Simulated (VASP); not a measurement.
# CdS (Hawleyite) (F-43m) in VASP: settings compared

The runs below take CdS (Hawleyite) through relaxation of cell and atoms, with PBE, PBE+D3(BJ), PBEsol.

All numbers are computed with VASP 6.6.1; they aren't measurements. Logs are shortened: lines on timing, memory, paths and dates and some standing lists are left out, and cuts for length are marked.

**1. The structure**

Symmetry: F-43m, No. 216, cubic system. The conventional cell has a = 5.936 Å, b = 5.936 Å, c = 5.936 Å, α = 90.00°, β = 90.00°, γ = 90.00°. Around Cd (site symmetry -43m) lie 4 S at 2.57 Å. S (site symmetry -43m) has 4 Cd at 2.57 Å as nearest neighbours.

**2. Relaxation of cell and atoms, PBE**

Contents of INCAR:

```
SYSTEM = CdS
  ALGO = Normal
  EDIFF = 1E-7
  EDIFFG = -0.005
  ENCUT = 600
  GGA = PE
  IBRION = 2
  ISIF = 3
  ISMEAR = 0
  LASPH = .True.
  LCHARG = .False.
  LREAL = .False.
  LWAVE = .False.
  NELM = 80
  NSW = 90
  PREC = Accurate
  SIGMA = 0.03
```

Contents of KPOINTS:

```
k-points
0
Gamma
  8 8 8
  0 0 0
```

Contents of POSCAR:

```
CdS                                     
1.0
    0.0000000000      2.9680225755      2.9680225755
    2.9680225755      0.0000000000      2.9680225755
    2.9680225755      2.9680225755     -0.0000000000
  Cd              S             
     1     1
Direct
     0.0000000000000000    0.0000000000000000    0.0000000000000000
     0.2500000000000000    0.2500000000000000    0.2500000000000000
```

Potentials or basis: VASP PAW PBE potentials, release 64 (Cd, S).

Run with:

```
> cat potpaw_PBE.64/Cd/POTCAR potpaw_PBE.64/S/POTCAR > POTCAR
> mpirun -np 1 vasp_std > vasp.out
```

OUTCAR:

```text
SYSTEM = CdS
   EDIFF = 1E-7
   EDIFFG = -0.005
   ENCUT = 600
   GGA = PE
   IBRION = 2
   ISIF = 3
   ISMEAR = 0
   LASPH = .True.
   LREAL = .False.
   NELM = 80
   NSW = 90
   PREC = Accurate

 ion  position               nearest neighbor table
   1  0.000  0.000  0.000-   2 2.57   2 2.57   2 2.57   2 2.57
   2  0.250  0.250  0.250-   1 2.57   1 2.57   1 2.57   1 2.57

  LATTYP: Found a face centered cubic cell.
 ALAT       =     5.9360451510

  Lattice vectors:

 A1 = (   0.0000000000,   2.9680225755,   2.9680225755)
 A2 = (   2.9680225755,   0.0000000000,   2.9680225755)
 A3 = (   2.9680225755,   2.9680225755,   0.0000000000)

Analysis of symmetry for initial positions (statically):
=====================================================================
 Subroutine PRICEL returns:
 Original cell was already a primitive cell.

 Routine SETGRP: Setting up the symmetry group for a
 face centered cubic supercell.

 Subroutine GETGRP returns: Found 24 space group operations
 (whereof 24 operations were pure point group operations)
 out of a pool of 48 trial point group operations.

The static configuration has the point symmetry T_d .

Analysis of symmetry for dynamics (positions and initial velocities):
=====================================================================
 Subroutine PRICEL returns:
 Original cell was already a primitive cell.

 Routine SETGRP: Setting up the symmetry group for a
 face centered cubic supercell.

 Subroutine GETGRP returns: Found 24 space group operations
 (whereof 24 operations were pure point group operations)
 out of a pool of 48 trial point group operations.

The dynamic configuration has the point symmetry T_d .

 Subroutine INISYM returns: Found 24 space group operations
 (whereof 24 operations are pure point group operations),
 and found     1 'primitive' translations

----------------------------------------------------------------------------------------

                                     Primitive cell

  volume of cell :      52.2916

  direct lattice vectors                    reciprocal lattice vectors
     0.000000000  2.968022576  2.968022576    -0.168462330  0.168462330  0.168462330
     2.968022576  0.000000000  2.968022576     0.168462330 -0.168462330  0.168462330
     2.968022576  2.968022576  0.000000000     0.168462330  0.168462330 -0.168462330

  length of vectors
     4.197417780  4.197417780  4.197417780     0.291785316  0.291785316  0.291785316

  position of ions in fractional coordinates (direct lattice)
     0.000000000  0.000000000  0.000000000
     0.250000000  0.250000000  0.250000000

  ion indices of the primitive-cell ions
   primitive index   ion index
                 1           1
                 2           2

----------------------------------------------------------------------------------------

 KPOINTS: k-points

Automatic generation of k-mesh.
 Grid dimensions read from file:
 generate k-points for:    8    8    8

 Generating k-lattice:

  Cartesian coordinates                     Fractional coordinates (reciprocal lattice)
    -0.021057791  0.021057791  0.021057791     0.125000000  0.000000000  0.000000000
     0.021057791 -0.021057791  0.021057791     0.000000000  0.125000000  0.000000000
     0.021057791  0.021057791 -0.021057791     0.000000000  0.000000000  0.125000000

  Length of vectors
     0.036473164  0.036473164  0.036473164

  Shift w.r.t. Gamma in fractional coordinates (k-lattice)
     0.000000000  0.000000000  0.000000000

 Subroutine IBZKPT returns following result:
 ===========================================

 Found     29 irreducible k-points:

 Following reciprocal coordinates:
            Coordinates               Weight
  0.000000  0.000000  0.000000      1.000000
  0.125000  0.000000  0.000000      8.000000
  0.250000  0.000000  0.000000      8.000000
  0.375000  0.000000  0.000000      8.000000
  0.500000  0.000000  0.000000      4.000000
  0.125000  0.125000  0.000000      6.000000
[... 16 lines left out ...]
  0.500000  0.250000  0.125000     48.000000
 -0.375000  0.250000  0.125000     24.000000
 [... further k-points ...]
   k-points           NKPTS =     29   k-points in BZ     NKDIM =     29   number of bands    NBANDS=     13
   number of dos      NEDOS =    301   number of ions     NIONS =      2
   total plane-waves  NPLWV =  46656
   dimension x,y,z NGX =    36 NGY =   36 NGZ =   36
   dimension x,y,z NGXF=    72 NGYF=   72 NGZF=   72
   ions per type =               1   1
   NGX,Y,Z   is equivalent  to a cutoff of  14.26, 14.26, 14.26 a.u.
   NGXF,Y,Z  is equivalent  to a cutoff of  28.52, 28.52, 28.52 a.u.
 SYSTEM =  CdS
   PREC   = accura    normal or accurate (medium, high low for compatibility)
   ISTART =      0    job   : 0-new  1-cont  2-samecut
   ICHARG =      2    charge: 1-file 2-atom 10-const
   ISPIN  =      1    spin polarized calculation?
   LNONCOLLINEAR =      F non collinear calculations
   LSORBIT =      F    spin-orbit coupling
   LASPH  =      T    aspherical Exc in radial PAW
   ENCUT  =  600.0 eV  44.10 Ry    6.64 a.u.   8.38  8.38  8.38*2*pi/ulx,y,z
   NELM   =     80;   NELMIN=  2; NELMDL= -5     # of ELM steps
   EDIFF  = 0.1E-06   stopping-criterion for ELM
   LREAL  =      F    real-space projection
   EDIFFG = -.5E-02   stopping-criterion for IOM
   NSW    =     90    number of steps for IOM
   IBRION =      2    ionic relax: 0-MD 1-quasi-New 2-CG
   NFREE  =      1    steps in history (QN), initial steepest desc. (CG)
   ISIF   =      3    stress and relaxation
   ISYM   =      2    0-nonsym 1-usesym 2-fastsym
   POTIM  = 0.5000    time-step for ionic-motion
   TEBEG  =    0.0;   TEEND  =   0.0 temperature during run
   PSTRESS=    0.0 pullay stress
   NELECT =      18.0000    total number of electrons
   NUPDOWN=      -1.0000    fix difference up-down
   EMIN   =  10.00;   EMAX   =-10.00  energy-range for DOS
   EFERMI =   0.00;   METHOD = LEGACY
   ISMEAR =     0;   SIGMA  =   0.03  broadening in eV -4-tet -1-fermi 0-gaus
   EFERMI_NEDOS =   21; number of points for ismear=-14 and -15
   IALGO  =     38    algorithm
   IMIX   =      4    mixing-type and parameters
     AMIX     =   0.40;   BMIX     =  1.00
     AMIX_MAG =   1.60;   BMIX_MAG =  1.00
  volume/ion in A,a.u.               =      26.15       176.44
  Fermi-wavevector in a.u.,A,eV,Ry     =   1.147330  2.168140 17.910258  1.316367
  Thomas-Fermi vector in A             =   2.284011
   LORBIT       =      0    0 simple, 1 ext, 2 COOP (PROOUT), +10 PAW based schemes
   GGA     = PE    functional components
   LHFCALC =     F    Hartree Fock is set to
   AEXX    =    0.0000 exact exchange contribution
   IVDW    =     0    specifies the selected vdW correction
   LEPSILON=     F    determine dielectric tensor
   LRPA    =     F    only Hartree local field effects (RPA)
 conjugate gradient relaxation of ions
 non-spin polarized calculation
 Gauss-broadening in eV      SIGMA  =   0.03
  energy-cutoff  :      600.00
  volume of cell :       52.29
 maximum number of plane-waves:      1807
 NGX is ok and might be reduce to    36
   NGX = 17   NGY = 17   NGZ = 17

 number of electron      17.9999999 magnetization

 Free energy of the ion-electron system (eV)
  ---------------------------------------------------
  ext. energy  EPLUGINS =         0.00000000
  ---------------------------------------------------
  free energy    TOTEN  =        -6.14733042 eV

  energy without entropy =       -6.14733042  energy(sigma->0) =       -6.14733042

 E-fermi :   0.9999     XC(G=0):  -8.9059

 val. band max:        0.8790066299   @ k =   0.0000   0.0000   0.0000
 cond. band min:       1.9118842946   @ k =   0.0000   0.0000   0.0000
 fundamental gap:      1.0328776647
 Fermi energy:         0.9999218118

 k-point     1 :       0.0000    0.0000    0.0000
  band No.  band energies     occupation
      1     -11.1823      2.00000
      2      -6.6756      2.00000
      3      -6.6756      2.00000
      4      -6.6756      2.00000
      5      -6.2643      2.00000
      6      -6.2643      2.00000
      7       0.8790      2.00000
      8       0.8790      2.00000
      9       0.8790      2.00000
     10       1.9119      0.00000
     11       7.4295      0.00000
     12       7.4295      0.00000
     13       7.4295      0.00000

 k-point     2 :       0.1250    0.0000    0.0000
  band No.  band energies     occupation
      1     -11.1271      2.00000
      2      -6.6560      2.00000
      3      -6.6560      2.00000
      4      -6.6241      2.00000
      5      -6.2650      2.00000
      6      -6.2650      2.00000
      7      -0.1137      2.00000
      8       0.7691      2.00000
      9       0.7691      2.00000
     10       2.7469      0.00000
     11       7.1573      0.00000
     12       7.6155      0.00000
     13       7.6155      0.00000

 k-point     3 :       0.2500    0.0000    0.0000
  band No.  band energies     occupation
      1     -10.9933      2.00000
      2      -6.6137      2.00000
      3      -6.6137      2.00000
      4      -6.4460      2.00000
      5      -6.2603      2.00000
      6      -6.2603      2.00000
      7      -1.4933      2.00000
      8       0.5209      2.00000
      9       0.5209      2.00000
     10       3.5459      0.00000
     11       7.1179      0.00000
     12       7.9054      0.00000
     13       7.9054      0.00000

 k-point     4 :       0.3750    0.0000    0.0000
  band No.  band energies     occupation
      1     -10.8596      2.00000
      2      -6.5811      2.00000
      3      -6.5811      2.00000
      4      -6.2432      2.00000
      5      -6.2432      2.00000
      6      -6.1369      2.00000
      7      -2.6836      2.00000
      8       0.2912      2.00000
      9       0.2912      2.00000
     10       3.7938      0.00000
     11       7.7573      0.00000
     12       7.9319      0.00000
     13       7.9319      0.00000

 k-point     5 :       0.5000    0.0000    0.0000
  band No.  band energies     occupation
      1     -10.8046      2.00000
      2      -6.5710      2.00000
      3      -6.5710      2.00000
      4      -6.2318      2.00000
      5      -6.2318      2.00000
      6      -5.9286      2.00000
      7      -3.2146      2.00000
      8       0.2002      2.00000
      9       0.2002      2.00000
     10       3.8102      0.00000
     11       7.8829      0.00000
     12       7.8829      0.00000
     13       8.1943      0.00000
[... 257 lines left out ...]
 k-point    22 :       0.3750    0.2500    0.1250
  band No.  band energies     occupation
      1     -10.8951      2.00000
      2      -6.5672      2.00000
      3      -6.5453      2.00000
      4      -6.3906      2.00000
      5      -6.2539      2.00000
      6      -6.2081      2.00000
      7      -1.7956      2.00000
      8      -0.3735      2.00000
      9       0.1958      2.00000
     10       4.5616      0.00000
     11       6.2759      0.00000
     12       7.8912      0.00000
     13       8.7636      0.00000

 k-point    23 :       0.5000    0.2500    0.1250
  band No.  band energies     occupation
      1     -10.7899      2.00000
      2      -6.5366      2.00000
      3      -6.5145      2.00000
      4      -6.3159      2.00000
      5      -6.2348      2.00000
      6      -5.9951      2.00000
      7      -2.5681      2.00000
      8      -0.7897      2.00000
      9      -0.0807      2.00000
     10       5.0258      0.00000
     11       6.6395      0.00000
     12       7.6500      0.00000
     13       9.0573      0.00000

 k-point    24 :      -0.3750    0.2500    0.1250
  band No.  band energies     occupation
      1     -10.7470      2.00000
      2      -6.5321      2.00000
      3      -6.5003      2.00000
      4      -6.2842      2.00000
      5      -6.2407      2.00000
      6      -5.8295      2.00000
      7      -2.9558      2.00000
      8      -0.8958      2.00000
      9      -0.2248      2.00000
     10       5.1053      0.00000
     11       6.7256      0.00000
     12       8.0001      0.00000
     13       9.1469      0.00000

 [... further k-points ...]
[... 5 lines left out ...]
  --------------------------------------------------------------------------------------
  -------------------------------------------------------------------------------------
  Total        0.0018910      0.0018910      0.0018910     -0.0000000      0.0000000      0.0000000
  in kB        0.0579387      0.0579387      0.0579387     -0.0000000      0.0000000      0.0000000
  external PRESSURE =       0.0579387 kB  Pullay stress =       0.0000000 kB

 VOLUME and BASIS-vectors are now :
 -----------------------------------------------------------------------------
  energy-cutoff  :      600.00
  volume of cell :       52.29
      direct lattice vectors                 reciprocal lattice vectors
     0.000000000  2.968022576  2.968022576    -0.168462330  0.168462330  0.168462330
     2.968022576  0.000000000  2.968022576     0.168462330 -0.168462330  0.168462330
     2.968022576  2.968022576  0.000000000     0.168462330  0.168462330 -0.168462330

 POSITION                                       TOTAL-FORCE (eV/Angst)
 -----------------------------------------------------------------------------------
      0.00000      0.00000      0.00000        -0.000000     -0.000000     -0.000000
      1.48401      1.48401      1.48401         0.000000      0.000000      0.000000
 -----------------------------------------------------------------------------------
    total drift:                               -0.000000     -0.000000     -0.000000

  FREE ENERGIE OF THE ION-ELECTRON SYSTEM (eV)
  ---------------------------------------------------
  free  energy   TOTEN  =        -6.1473304213 eV

  energy  without entropy=       -6.1473304213  energy(sigma->0) =       -6.14733042

 reached required accuracy - stopping structural energy minimisation
```

Run time: 12 s. Hardware: 1 thread of Intel Xeon 6975P-C (Granite Rapids), shared host; peak memory 0.21 GiB.

Results:

```
Free energy             : -6.1473 eV
Pressure after relaxing : 0.0 GPa
Band gap on the k mesh  : 1.03 eV, direct
```

Final structure:
```yaml
crystal:
  lattice:
    - [0.00000, 2.96802, 2.96802]
    - [2.96802, 0.00000, 2.96802]
    - [2.96802, 2.96802, 0.00000]
  atoms:
    - { symbol: Cd, position: [0.00000, 0.00000, 0.00000] }
    - { symbol: S, position: [0.25000, 0.25000, 0.25000] }
```

Levels at points of the mesh, in eV from the valence-band top:
```
           k point  band 7  band 8  band 9  band 10  band 11  band 12
(0.00, 0.00, 0.00)    0.00    0.00    0.00     1.03     6.55     6.55
(0.50, 0.00, 0.00)   -4.09   -0.68   -0.68     2.93     7.00     7.00
(0.50, 0.50, 0.00)   -3.73   -1.70   -1.70     3.64     4.27     9.02
```

Caveat: the relaxation stopped at its first step, so nothing moved.

**3. Relaxation of cell and atoms, PBE+D3(BJ)**

This run uses another cell than the first one, of 24.81 Å³/atom, 0.949 times its volume.

Contents of INCAR:

```
SYSTEM = CdS
ALGO = Normal
EDIFF = 1E-6
EDIFFG = -0.01
ENCUT = 600
GGA = PE
IBRION = 2
ISIF = 3
ISMEAR = 0
IVDW = 12
LASPH = .True.
LCHARG = .False.
LREAL = .False.
LWAVE = .False.
NELM = 80
NSW = 90
PREC = Accurate
SIGMA = 0.03
```

KPOINTS is that of step 2.

Contents of POSCAR:

```
CdS
1.0
    0.0000000000      2.9165000000      2.9165000000
    2.9165000000      0.0000000000      2.9165000000
    2.9165000000      2.9165000000      0.0000000000
Cd S
1 1
Direct
    0.0000000000      0.0000000000      0.0000000000
    0.2500000000      0.2500000000      0.2500000000
```

Potentials or basis: VASP PAW PBE potentials, release 64 (Cd, S).

Run with:

```
> cat potpaw_PBE.64/Cd/POTCAR potpaw_PBE.64/S/POTCAR > POTCAR
> mpirun -np 1 vasp_std > vasp.out
```

OUTCAR:

```text
SYSTEM = CdS
   EDIFF = 1E-6
   EDIFFG = -0.01
   ENCUT = 600
   GGA = PE
   IBRION = 2
   ISIF = 3
   ISMEAR = 0
   IVDW = 12
   LASPH = .True.
   LREAL = .False.
   NELM = 80
   NSW = 90
   PREC = Accurate
 IVDW          = 12

 ion  position               nearest neighbor table
   1  0.000  0.000  0.000-   2 2.53   2 2.53   2 2.53   2 2.53
   2  0.250  0.250  0.250-   1 2.53   1 2.53   1 2.53   1 2.53

  LATTYP: Found a face centered cubic cell.
 ALAT       =     5.8330000000

  Lattice vectors:

 A1 = (   0.0000000000,   2.9165000000,   2.9165000000)
 A2 = (   2.9165000000,   0.0000000000,   2.9165000000)
 A3 = (   2.9165000000,   2.9165000000,   0.0000000000)

Analysis of symmetry for initial positions (statically):
=====================================================================
 Subroutine PRICEL returns:
 Original cell was already a primitive cell.

 Routine SETGRP: Setting up the symmetry group for a
[... 258 lines left out ...]
  free energy    TOTEN  =        -6.13392199 eV

  energy without entropy =       -6.13392199  energy(sigma->0) =       -6.13392199

 E-fermi :   1.3271     XC(G=0):  -9.0776

 val. band max:        1.1837513339   @ k =   0.0000   0.0000   0.0000
 cond. band min:       2.2998865398   @ k =   0.0000   0.0000   0.0000
 fundamental gap:      1.1161352059
 Fermi energy:         1.3271159602

 k-point     1 :       0.0000    0.0000    0.0000
  band No.  band energies     occupation
      1     -11.0925      2.00000
      2      -6.4902      2.00000
      3      -6.4902      2.00000
      4      -6.4902      2.00000
      5      -6.0312      2.00000
      6      -6.0312      2.00000
      7       1.1838      2.00000
      8       1.1838      2.00000
      9       1.1838      2.00000
     10       2.2999      0.00000
     11       7.7332      0.00000
     12       7.7332      0.00000
     13       7.7332      0.00000
[... 354 lines left out ...]
  band No.  band energies     occupation
      1     -10.6189      2.00000
      2      -6.3324      2.00000
      3      -6.2962      2.00000
      4      -6.0551      2.00000
      5      -6.0053      2.00000
      6      -5.5550      2.00000
      7      -2.8461      2.00000
      8      -0.7027      2.00000
      9      -0.0010      2.00000
     10       5.5226      0.00000
     11       7.0171      0.00000
     12       8.3864      0.00000
     13       9.5310      0.00000

 [... further k-points ...]

------------------------ aborting loop because EDIFF is reached ----------------------------------------

 Edisp (eV)   -0.60276

 E8    (eV) :    -0.2455
[... 25 lines left out ...]
  FREE ENERGIE OF THE ION-ELECTRON SYSTEM (eV)
  ---------------------------------------------------
  free  energy   TOTEN  =        -6.7366841789 eV

  energy  without entropy=       -6.7366841789  energy(sigma->0) =       -6.73668418

 reached required accuracy - stopping structural energy minimisation
```

It took 34 s on 1 thread of Intel Xeon Platinum 8559C (Emerald Rapids), shared host; peak memory 0.23 GiB.

Results:

```yaml
Free_energy: -6.7367 eV
Relaxed_volume: 25.19 Å³/atom
Relaxed_cell: a = 4.146 Å, b = 4.146 Å, c = 4.146 Å, α = 60.00°, β = 60.00°, γ = 60.00°
Space_group_after_relaxing_to_0.05_Å: F-43m (No. 216)
Energy_gained_by_relaxing: 1.1 meV/atom
Ionic_steps: 3
Pressure_after_relaxing: 0.0 GPa
Band_gap_on_the_k_mesh: 1.12 eV, direct
Dispersion_energy_per_atom: -0.301 eV
```

Step by step:
| step | energy change (eV) | largest force (eV/Å) | pressure (GPa) | volume (Å³) |
| --- | --- | --- | --- | --- |
| 1 | 0.0000 | 0.0000 | 0.94 | 49.62 |
| 2 | -0.0019 | 0.0000 | -0.33 | 50.67 |
| 3 | -0.0022 | 0.0000 | 0.00 | 50.38 |

Final structure:
```
CELL_PARAMETERS angstrom
0.00000 2.93146 2.93146
2.93146 0.00000 2.93146
2.93146 2.93146 0.00000
ATOMIC_POSITIONS crystal
Cd 0.00000 0.00000 0.00000
S 0.25000 0.25000 0.25000
```

Levels at points of the mesh, in eV from the valence-band top:
```tsv
k point	band 6	band 7	band 8	band 9	band 10	band 11	band 12	band 13
(0.00, 0.00, 0.00)	-7.21	0.00	0.00	0.00	1.12	6.55	6.55	6.55
(0.50, 0.00, 0.00)	-6.85	-4.31	-0.73	-0.73	2.99	7.01	7.01	7.43
(0.50, 0.50, 0.00)	-6.78	-3.89	-1.83	-1.83	3.58	4.33	9.17	10.69
```

(Continued in part 2 of 2.)
